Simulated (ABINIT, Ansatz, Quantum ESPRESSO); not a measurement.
The electronic dielectric constant of GaP, sorted by core time

The structure is cubic, space group F-43m (No. 216). Conventional cell: a = 5.451 Å, b = 5.451 Å, c = 5.451 Å, α = 90.00°, β = 90.00°, γ = 90.00°. Ga (site symmetry -43m) is surrounded by 4 P at 2.36 Å. P (site symmetry -43m) is surrounded by 4 Ga at 2.36 Å.

| rung | level | program and potentials | cutoff (eV) | k mesh | smearing | task | spin | core time | chip | electronic dielectric constant | notes |
| --- | --- | --- | --- | --- | --- | --- | --- | --- | --- | --- | --- |
| GGA | PBEsol | Ansatz, Ansatz PAW | 420 | 8 × 8 × 8 | fixed | Born charges and dielectric tensor | off | 44 s | Arm Neoverse V1 | (a) | potentials made for PBE, which Ansatz adapts in part |
| LDA | LDA | Ansatz, Ansatz PAW | 420 | 6 × 6 × 6 | fixed | phonons | off | 78 s | Intel Xeon Skylake/Cascade Lake | 10.92 | potentials made for PBE, which Ansatz adapts in part |
| LDA | LDA | Ansatz, Ansatz PAW | 420 | 7 × 7 × 7 | fixed | phonons | off | 4.5 min | Arm Neoverse V2 | 10.92 | potentials made for PBE, which Ansatz adapts in part |
| LDA | LDA | ABINIT, PseudoDojo NC SR LDA v0.4.1 standard | 980 | 4 × 4 × 4, 4 shifts | fixed | dielectric tensor | off | 9.4 min | Arm Neoverse V1 | 11.78 | far from this level's other runs, on another mesh |
| GGA | WC | Quantum ESPRESSO, PseudoDojo 0.4.1 SR PBE standard | 1088 | 6 × 6 × 6, shifted | fixed | dielectric tensor | off | 12 min | Intel Xeon Skylake/Cascade Lake | 10.97 | potentials made for PBE |
| GGA | PBE | ABINIT, PseudoDojo NC SR PBE v0.4.1 standard | 1088 | 4 × 4 × 4, 4 shifts | fixed | dielectric tensor | off | 12 min | Arm Neoverse V1 | 11.07 | - |
| GGA | AM05 | Quantum ESPRESSO, PseudoDojo 0.4.1 SR PBE standard | 1088 | 6 × 6 × 6, shifted | fixed | dielectric tensor | off | 12 min | Intel Xeon Skylake/Cascade Lake | 10.75 | potentials made for PBE |
| GGA | PBEsol | Quantum ESPRESSO, PseudoDojo 0.4.1 SR PBEsol standard | 1088 | 6 × 6 × 6, shifted | fixed | dielectric tensor | off | 13 min | Intel Xeon Skylake/Cascade Lake | 10.83 | - |
| GGA | RPBE | Quantum ESPRESSO, PseudoDojo 0.4.1 SR PBE standard | 1088 | 6 × 6 × 6, shifted | fixed | phonons | off | 13 min | Arm Neoverse V2 | 10.58 | potentials made for PBE; cell relaxed first (21.42 Å³/atom) |
| GGA | BLYP | Quantum ESPRESSO, PseudoDojo 0.4.1 SR PBE standard | 1088 | 6 × 6 × 6, shifted | fixed | dielectric tensor | off | 14 min | Intel Xeon Skylake/Cascade Lake | 10.49 | potentials made for PBE |
| LDA | LDA | Quantum ESPRESSO, PseudoDojo 0.4.1 SR LDA standard | 1088 | 6 × 6 × 6, shifted | fixed | phonons | off | 14 min | Arm Neoverse V1 | 10.76 | cell relaxed first (19.55 Å³/atom) |
| GGA | PBE | Quantum ESPRESSO, PseudoDojo 0.4.1 SR PBE standard | 1088 | 6 × 6 × 6, shifted | fixed | phonons | off | 14 min | Arm Neoverse V1 | 10.78 | cell relaxed first (20.88 Å³/atom) |
| GGA | PBEsol | Quantum ESPRESSO, PseudoDojo 0.4 FR PBEsol standard | 1088 | 6 × 6 × 6, shifted | fixed | dielectric tensor | SOC, no magnetisation | 18 min | Arm Neoverse V2 | 10.83 | - |
| non-local van der Waals functional | vdW-DF-cx | Quantum ESPRESSO, PseudoDojo 0.4.1 SR PBE standard | 1088 | 6 × 6 × 6, shifted | fixed | phonons | off | 20 min | Arm Neoverse V1 | 10.85 | potentials made for PBE; cell relaxed first (20.30 Å³/atom) |
| GGA | PBE | Quantum ESPRESSO, PseudoDojo 0.4.1 SR PBE standard | 1088 | 4 × 4 × 4, shifted | fixed | phonons and Raman activities | off | 49 min | Arm Neoverse V1 | 11.39 | coarse mesh; cell relaxed first (20.87 Å³/atom) |
| GGA | PBE | ABINIT, PseudoDojo NC FR PBE v0.4 standard | 980 | 4 × 4 × 4, 4 shifts | fixed | phonon dispersion | SOC, no magnetisation | 2.9 h | Intel Xeon Platinum 8559C Emerald Rapids | 11.07 | - |

Times are single runs on shared hosts and different chips, so they are rough; meshes, cutoffs and the tasks' sizes weigh on the time. Smearing widths are in eV. The cell comes from a database and isn't always the measured one. Meshes differ between rows, which moves values too. All levels ran on this one cell, unrelaxed unless noted. Meshes are those of the run's cell of 2 atoms unless a note names another. Ansatz refines the mesh for the field response beyond the one shown. Runs on faulty files, with rough fits or with known faults for this quantity aren't shown.

**Question.** Estimate the value left out from the other rows.

**Answer.** (a) 10.68.
